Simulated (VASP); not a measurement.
# Ir (P6_3/mmc) in VASP: notebook

One crystal, Ir, is run at these levels: PBE; tasks: single point.

All numbers are computed with VASP 6.6.1; they aren't measurements. Logs are shortened: lines on timing, memory, paths and dates and some standing lists are left out, and cuts for length are marked.

### Step 1. Starting point

It takes space group P6_3/mmc (No. 194, hexagonal). The conventional cell has a = 2.751 Å, b = 2.751 Å, c = 4.462 Å, α = 90.00°, β = 90.00°, γ = 120.00°. Ir (site symmetry -6m2) is surrounded by 12 Ir at 2.74 to 2.75 Å.

This isn't the form of Ir at room conditions, which is fcc.

### Step 2. Single point, PBE

INCAR

```
SYSTEM = Ir
ADDGRID = .FALSE. ; ALGO = Normal
EDIFF = 1E-6 ; ENCUT = 460
GGA = PE ; ISIF = 2
ISMEAR = 0 ; LASPH = .TRUE.
LCHARG = .FALSE. ; LREAL = .FALSE.
LWAVE = .FALSE. ; NELM = 100
PREC = Accurate ; SIGMA = 0.2
```

KPOINTS

```
k-points
0
G
  10 10 5
  0 0 0
```

POSCAR

```
Ir
1.0
    2.7513778946      0.0000000000      0.0000000000
   -1.3756889473      2.3827631521      0.0000000000
    0.0000000000      0.0000000000      4.4622900000
Ir
2
Direct
    0.3583140000      0.6617470000      0.2121330000
    0.6598720000      0.3587530000      0.7691070000
```

Potentials or basis: VASP PAW PBE potentials, release 64 (Ir).

Run with:

```bash
$ cat potpaw_PBE.64/Ir/POTCAR > POTCAR
$ mpirun -np 1 vasp_std > vasp.out
```

OUTCAR:

```text
SYSTEM = Ir
   EDIFF = 1E-6
   ENCUT = 460
   GGA = PE
   ISIF = 2
   ISMEAR = 0
   LASPH = .TRUE.
   LREAL = .FALSE.
   NELM = 100
   PREC = Accurate

 Found    252 irreducible k-points:

 Following reciprocal coordinates:
            Coordinates               Weight
  0.000000  0.000000  0.000000      1.000000
  0.100000 -0.000000  0.000000      2.000000
  0.000000  0.100000  0.000000      2.000000
 -0.100000  0.100000  0.000000      2.000000
  0.200000 -0.000000  0.000000      2.000000
  0.000000  0.200000  0.000000      2.000000
   k-points           NKPTS =    252   k-points in BZ     NKDIM =    252   number of bands    NBANDS=     13
   number of dos      NEDOS =    301   number of ions     NIONS =      2
   total plane-waves  NPLWV =  12800
   dimension x,y,z NGX =    20 NGY =   20 NGZ =   32
   dimension x,y,z NGXF=    40 NGYF=   40 NGZF=   64
   ions per type =               2
   NGX,Y,Z   is equivalent  to a cutoff of  12.08, 12.08, 11.92 a.u.
   NGXF,Y,Z  is equivalent  to a cutoff of  24.17, 24.17, 23.84 a.u.
 SYSTEM =  Ir
   PREC   = accura    normal or accurate (medium, high low for compatibility)
   ISTART =      0    job   : 0-new  1-cont  2-samecut
   ICHARG =      2    charge: 1-file 2-atom 10-const
   ISPIN  =      1    spin polarized calculation?
   LNONCOLLINEAR =      F non collinear calculations
   LSORBIT =      F    spin-orbit coupling
   LASPH  =      T    aspherical Exc in radial PAW
   ENCUT  =  460.0 eV  33.81 Ry    5.81 a.u.   4.81  4.81  7.80*2*pi/ulx,y,z
   NELM   =    100;   NELMIN=  2; NELMDL= -5     # of ELM steps
   EDIFF  = 0.1E-05   stopping-criterion for ELM
[... 8 lines left out ...]
   TEBEG  =    0.0;   TEEND  =   0.0 temperature during run
   PSTRESS=    0.0 pullay stress
   NELECT =      18.0000    total number of electrons
   NUPDOWN=      -1.0000    fix difference up-down
   EMIN   =  10.00;   EMAX   =-10.00  energy-range for DOS
   EFERMI =   0.00;   METHOD = LEGACY
   ISMEAR =     0;   SIGMA  =   0.20  broadening in eV -4-tet -1-fermi 0-gaus
   EFERMI_NEDOS =   21; number of points for ismear=-14 and -15
   IALGO  =     38    algorithm
   IMIX   =      4    mixing-type and parameters
     AMIX     =   0.40;   BMIX     =  1.00
     AMIX_MAG =   1.60;   BMIX_MAG =  1.00
  volume/ion in A,a.u.               =      14.63        98.71
  Fermi-wavevector in a.u.,A,eV,Ry     =   1.392417  2.631287 26.379323  1.938826
  Thomas-Fermi vector in A             =   2.516162
   LORBIT       =      0    0 simple, 1 ext, 2 COOP (PROOUT), +10 PAW based schemes
   GGA     = PE    functional components
   LHFCALC =     F    Hartree Fock is set to
   AEXX    =    0.0000 exact exchange contribution
   IVDW    =     0    specifies the selected vdW correction
   LEPSILON=     F    determine dielectric tensor
   LRPA    =     F    only Hartree local field effects (RPA)
 non-spin polarized calculation
 Gauss-broadening in eV      SIGMA  =   0.20
  energy-cutoff  :      460.00
  volume of cell :       29.25
 maximum number of plane-waves:       668
   NGX =  9   NGY =  9   NGZ = 15

 number of electron      18.0000000 magnetization

 Free energy of the ion-electron system (eV)
  ---------------------------------------------------
  ext. energy  EPLUGINS =         0.00000000
  ---------------------------------------------------
  free energy    TOTEN  =       -17.08069895 eV

  energy without entropy =      -17.03661951  energy(sigma->0) =      -17.05865923

 E-fermi :  10.0583     XC(G=0): -13.7467

 val. band max:       10.0573013802   @ k =  -0.3000   0.3000   0.4000
 cond. band min:      10.0612408677   @ k =   0.2000   0.4000   0.4000
 fundamental gap:      0.0039394875
 Fermi energy:        10.0583001906

 k-point     1 :       0.0000    0.0000    0.0000
  band No.  band energies     occupation
      1      -0.9547      2.00000
      2       1.9088      2.00000
      3       5.8702      2.00000
      4       6.0089      2.00000
      5       6.0937      2.00000
      6       6.3206      2.00000
      7       6.6655      2.00000
      8       7.7672      2.00000
      9       8.4147      2.00000
     10       9.5823      1.99924
     11       9.9365      1.61090
     12      10.8330      0.00000
     13      16.0355      0.00000

 k-point     2 :       0.1000   -0.0000    0.0000
  band No.  band energies     occupation
      1      -0.5805      2.00000
      2       2.2191      2.00000
      3       5.4435      2.00000
      4       6.1302      2.00000
      5       6.2015      2.00000
      6       6.3835      2.00000
      7       6.8877      2.00000
      8       7.5341      2.00000
      9       7.9718      2.00000
     10       8.4163      2.00000
     11      10.6633      0.00002
     12      12.2237      0.00000
     13      16.1192      0.00000

 k-point     3 :       0.0000    0.1000    0.0000
  band No.  band energies     occupation
      1      -0.5804      2.00000
      2       2.2198      2.00000
      3       5.4432      2.00000
      4       6.1288      2.00000
      5       6.2000      2.00000
      6       6.3843      2.00000
      7       6.8906      2.00000
      8       7.5338      2.00000
      9       7.9773      2.00000
     10       8.4125      2.00000
     11      10.6518      0.00003
     12      12.2326      0.00000
     13      16.1192      0.00000

 k-point     4 :      -0.1000    0.1000    0.0000
  band No.  band energies     occupation
      1      -0.5749      2.00000
      2       2.2522      2.00000
      3       5.4211      2.00000
      4       5.8995      2.00000
      5       6.3567      2.00000
      6       6.5325      2.00000
      7       6.8664      2.00000
      8       7.5287      2.00000
      9       8.2165      2.00000
     10       8.2414      2.00000
     11      10.1828      0.37869
     12      12.5922      0.00000
     13      16.1278      0.00000

 k-point     5 :       0.2000   -0.0000    0.0000
  band No.  band energies     occupation
      1       0.4288      2.00000
      2       2.8737      2.00000
      3       4.7420      2.00000
      4       5.7218      2.00000
      5       6.1177      2.00000
      6       6.4164      2.00000
      7       7.2472      2.00000
      8       7.4918      2.00000
      9       7.9573      2.00000
     10       8.3892      2.00000
     11      10.8629      0.00000
     12      14.5833      0.00000
     13      16.2648      0.00000

 k-point     6 :       0.0000    0.2000    0.0000
  band No.  band energies     occupation
      1       0.4294      2.00000
      2       2.8769      2.00000
      3       4.7426      2.00000
      4       5.7153      2.00000
      5       6.1174      2.00000
      6       6.4234      2.00000
      7       7.2481      2.00000
      8       7.4955      2.00000
      9       7.9485      2.00000
     10       8.3892      2.00000
     11      10.8538      0.00000
     12      14.5924      0.00000
     13      16.2645      0.00000

 [... further k-points ...]
[... 5 lines left out ...]
  --------------------------------------------------------------------------------------
  -------------------------------------------------------------------------------------
  Total        1.8092654      1.2009929      3.8960501     -0.5345700      0.8841584     -1.5666628
  in kB       99.0886588     65.7751923    213.3763105    -29.2769770     48.4230088    -85.8019594
  external PRESSURE =     126.0800539 kB  Pullay stress =       0.0000000 kB

 VOLUME and BASIS-vectors are now :
 -----------------------------------------------------------------------------
  energy-cutoff  :      460.00
  volume of cell :       29.25
      direct lattice vectors                 reciprocal lattice vectors
     2.751377895  0.000000000  0.000000000     0.363454254  0.209840411  0.000000000
    -1.375688947  2.382763152  0.000000000     0.000000000  0.419680823  0.000000000
     0.000000000  0.000000000  4.462290000     0.000000000  0.000000000  0.224100182

 POSITION                                       TOTAL-FORCE (eV/Angst)
 -----------------------------------------------------------------------------------
      0.07550      1.57679      0.94660        -0.872812      0.491231      3.547764
      1.32202      0.85482      3.43198         0.872812     -0.491231     -3.547764
 -----------------------------------------------------------------------------------
    total drift:                               -0.000001     -0.000004     -0.000001

  FREE ENERGIE OF THE ION-ELECTRON SYSTEM (eV)
  ---------------------------------------------------
  free  energy   TOTEN  =       -17.0806989532 eV

  energy  without entropy=      -17.0366195061  energy(sigma->0) =      -17.05865923
```

It took 54 s on 1 thread of Intel Xeon Platinum 8375C at 2.90GHz (Ice Lake), shared host; peak memory 0.19 GiB.

These settings aren't checked as converged: the numbers below hold their error.

Results:

```
Free energy            : -17.0807 eV
Pressure               : 12.6 GPa
Largest force          : 3.686 eV/Å
Band gap on the k mesh : none (metal or under the smearing width)
```

### Step 3. Single point, PBE

Edit INCAR of step 2 so:

```diff
@@ -2,3 +2,3 @@
 ADDGRID = .FALSE. ; ALGO = Normal
-EDIFF = 1E-6 ; ENCUT = 460
+EDIFF = 1E-6 ; ENCUT = 900
 GGA = PE ; ISIF = 2
```

KPOINTS

```
k-points
0
G
  7 7 4
  0 0 0
```

POSCAR

```
Ir
1.0
    2.7513778946      0.0000000000      0.0000000000
   -1.3756889473      2.3827631521      0.0000000000
    0.0000000000      0.0000000000      4.4622900000
Ir
2
Direct
    0.3333333333      0.6666666667      0.2500000000
    0.6666666667      0.3333333333      0.7500000000
```

Potentials or basis: VASP PAW PBE potentials, release 64 (Ir).

Run with:

```bash
$ cat potpaw_PBE.64/Ir/POTCAR > POTCAR
$ mpirun -np 1 vasp_std > vasp.out
```

OUTCAR:

```text
SYSTEM = Ir
   EDIFF = 1E-6
   ENCUT = 900
   GGA = PE
   ISIF = 2
   ISMEAR = 0
   LASPH = .TRUE.
   LREAL = .FALSE.
   NELM = 100
   PREC = Accurate

 Found     24 irreducible k-points:

 Following reciprocal coordinates:
            Coordinates               Weight
  0.000000  0.000000  0.000000      1.000000
  0.142857  0.000000  0.000000      6.000000
  0.285714 -0.000000  0.000000      6.000000
  0.428571 -0.000000  0.000000      6.000000
  0.142857  0.142857  0.000000      6.000000
  0.285714  0.142857  0.000000     12.000000
   k-points           NKPTS =     24   k-points in BZ     NKDIM =     24   number of bands    NBANDS=     13
   number of dos      NEDOS =    301   number of ions     NIONS =      2
   total plane-waves  NPLWV =  37632
   dimension x,y,z NGX =    28 NGY =   28 NGZ =   48
   dimension x,y,z NGXF=    56 NGYF=   56 NGZF=   96
   ions per type =               2
   NGX,Y,Z   is equivalent  to a cutoff of  16.92, 16.92, 17.88 a.u.
   NGXF,Y,Z  is equivalent  to a cutoff of  33.84, 33.84, 35.77 a.u.
 SYSTEM =  Ir
   PREC   = accura    normal or accurate (medium, high low for compatibility)
   ISTART =      0    job   : 0-new  1-cont  2-samecut
   ICHARG =      2    charge: 1-file 2-atom 10-const
   ISPIN  =      1    spin polarized calculation?
   LNONCOLLINEAR =      F non collinear calculations
   LSORBIT =      F    spin-orbit coupling
   LASPH  =      T    aspherical Exc in radial PAW
   ENCUT  =  900.0 eV  66.15 Ry    8.13 a.u.   6.73  6.73 10.92*2*pi/ulx,y,z
   NELM   =    100;   NELMIN=  2; NELMDL= -5     # of ELM steps
   EDIFF  = 0.1E-05   stopping-criterion for ELM
[... 8 lines left out ...]
   TEBEG  =    0.0;   TEEND  =   0.0 temperature during run
   PSTRESS=    0.0 pullay stress
   NELECT =      18.0000    total number of electrons
   NUPDOWN=      -1.0000    fix difference up-down
   EMIN   =  10.00;   EMAX   =-10.00  energy-range for DOS
   EFERMI =   0.00;   METHOD = LEGACY
   ISMEAR =     0;   SIGMA  =   0.20  broadening in eV -4-tet -1-fermi 0-gaus
   EFERMI_NEDOS =   21; number of points for ismear=-14 and -15
   IALGO  =     38    algorithm
   IMIX   =      4    mixing-type and parameters
     AMIX     =   0.40;   BMIX     =  1.00
     AMIX_MAG =   1.60;   BMIX_MAG =  1.00
  volume/ion in A,a.u.               =      14.63        98.71
  Fermi-wavevector in a.u.,A,eV,Ry     =   1.392417  2.631287 26.379323  1.938826
  Thomas-Fermi vector in A             =   2.516162
   LORBIT       =      0    0 simple, 1 ext, 2 COOP (PROOUT), +10 PAW based schemes
   GGA     = PE    functional components
   LHFCALC =     F    Hartree Fock is set to
   AEXX    =    0.0000 exact exchange contribution
   IVDW    =     0    specifies the selected vdW correction
   LEPSILON=     F    determine dielectric tensor
   LRPA    =     F    only Hartree local field effects (RPA)
 non-spin polarized calculation
 Gauss-broadening in eV      SIGMA  =   0.20
  energy-cutoff  :      900.00
  volume of cell :       29.25
 maximum number of plane-waves:      1822
 NGX is ok and might be reduce to    28
   NGX = 13   NGY = 13   NGZ = 21

 number of electron      18.0000000 magnetization

 Free energy of the ion-electron system (eV)
  ---------------------------------------------------
  ext. energy  EPLUGINS =         0.00000000
  ---------------------------------------------------
  free energy    TOTEN  =       -17.67130234 eV

  energy without entropy =      -17.65224753  energy(sigma->0) =      -17.66177493

 E-fermi :  10.0045     XC(G=0): -13.7895

 val. band max:        9.7993772710   @ k =   0.1429   0.0000   0.5000
 cond. band min:      10.0597682632   @ k =   0.2857   0.1429   0.0000
 fundamental gap:      0.2603909922
 Fermi energy:        10.0044989866

 k-point     1 :       0.0000    0.0000    0.0000
  band No.  band energies     occupation
      1      -0.9276      2.00000
      2       2.0995      2.00000
      3       6.1978      2.00000
      4       6.2722      2.00000
      5       6.2722      2.00000
      6       6.8950      2.00000
      7       6.8950      2.00000
      8       7.6918      2.00000
      9       7.6918      2.00000
     10       9.2277      2.00000
     11      10.2181      0.13099
     12      10.2181      0.13099
     13      16.7363      0.00000

 k-point     2 :       0.1429    0.0000    0.0000
  band No.  band energies     occupation
      1      -0.1797      2.00000
      2       2.7274      2.00000
      3       5.4656      2.00000
      4       6.4811      2.00000
      5       6.5508      2.00000
      6       6.9030      2.00000
      7       7.0085      2.00000
      8       7.2759      2.00000
      9       7.4824      2.00000
     10       7.7167      2.00000
     11      10.4430      0.00193
     12      13.1058      0.00000
     13      16.6191      0.00000

 k-point     3 :       0.2857   -0.0000    0.0000
  band No.  band energies     occupation
      1       1.5766      2.00000
      2       3.2964      2.00000
      3       4.5841      2.00000
      4       5.3672      2.00000
      5       6.2015      2.00000
      6       6.5556      2.00000
      7       7.0415      2.00000
      8       8.5149      2.00000
      9       8.5789      2.00000
     10       9.0156      2.00000
     11      10.7344      0.00000
     12      16.4007      0.00000
     13      16.6306      0.00000

 k-point     4 :       0.4286   -0.0000    0.0000
  band No.  band energies     occupation
      1       2.6419      2.00000
      2       2.8432      2.00000
      3       3.5078      2.00000
      4       6.0890      2.00000
      5       6.3123      2.00000
      6       6.6119      2.00000
      7       7.0270      2.00000
      8      10.3142      0.02852
      9      10.6716      0.00000
     10      10.8589      0.00000
     11      11.3590      0.00000
     12      15.9478      0.00000
     13      17.2645      0.00000

 k-point     5 :       0.1429    0.1429    0.0000
  band No.  band energies     occupation
      1       1.1403      2.00000
      2       3.6299      2.00000
      3       4.7739      2.00000
      4       5.1538      2.00000
      5       6.2033      2.00000
      6       6.3603      2.00000
      7       7.4982      2.00000
      8       7.5125      2.00000
      9       8.2464      2.00000
     10       8.8821      2.00000
     11      10.5381      0.00016
     12      15.7922      0.00000
     13      16.4608      0.00000

 k-point     6 :       0.2857    0.1429    0.0000
  band No.  band energies     occupation
      1       2.8452      2.00000
      2       3.5798      2.00000
      3       3.8875      2.00000
      4       5.1469      2.00000
      5       5.8857      2.00000
      6       6.6526      2.00000
      7       6.8680      2.00000
      8       8.7765      2.00000
      9      10.0598      0.69594
     10      10.5781      0.00005
     11      11.1625      0.00000
     12      16.8998      0.00000
     13      18.3568      0.00000

 [... further k-points ...]
[... 5 lines left out ...]
  --------------------------------------------------------------------------------------
  -------------------------------------------------------------------------------------
  Total       -0.6630614     -0.6630614      0.2606646      0.0000000      0.0000000      0.0000000
  in kB      -36.3141138    -36.3141138     14.2759099      0.0000000      0.0000000      0.0000000
  external PRESSURE =     -19.4507726 kB  Pullay stress =       0.0000000 kB

 VOLUME and BASIS-vectors are now :
 -----------------------------------------------------------------------------
  energy-cutoff  :      900.00
  volume of cell :       29.25
      direct lattice vectors                 reciprocal lattice vectors
     2.751377895  0.000000000  0.000000000     0.363454254  0.209840411  0.000000000
    -1.375688947  2.382763152  0.000000000     0.000000000  0.419680823  0.000000000
     0.000000000  0.000000000  4.462290000     0.000000000  0.000000000  0.224100182

 POSITION                                       TOTAL-FORCE (eV/Angst)
 -----------------------------------------------------------------------------------
     -0.00000      1.58851      1.11557         0.000000     -0.000000      0.000000
      1.37569      0.79425      3.34672        -0.000000      0.000000      0.000000
 -----------------------------------------------------------------------------------
    total drift:                                0.000000     -0.000000     -0.000000

  FREE ENERGIE OF THE ION-ELECTRON SYSTEM (eV)
  ---------------------------------------------------
  free  energy   TOTEN  =       -17.6713023409 eV

  energy  without entropy=      -17.6522475267  energy(sigma->0) =      -17.66177493
```

stdout:

```text
POSCAR found type information on POSCAR Ir
 POSCAR found :  1 types and       2 ions
 scaLAPACK will be used
 LDA part: xc-table for (Slater+PW92), standard interpolation
 POSCAR, INCAR and KPOINTS ok, starting setup
 FFT: planning ... GRIDC
 FFT: planning ... GRID_SOFT
 FFT: planning ... GRID
 WAVECAR not read
 entering main loop
```

Wall time 21 s (1 thread of Intel Xeon Platinum 8375C at 2.90GHz (Ice Lake), shared host); peak memory 0.19 GiB.

These settings aren't checked as converged: the numbers below hold their error.

Results:

| Property | Result |
| --- | --- |
| Free energy | -17.6713 eV |
| Pressure | -1.9 GPa |
| Band gap on the k mesh | none (metal or under the smearing width) |

Caveat: the k mesh is coarse (spacing up to 0.38 Å⁻¹), so the values aren't converged.

(Part 1 of 2 ends here.)
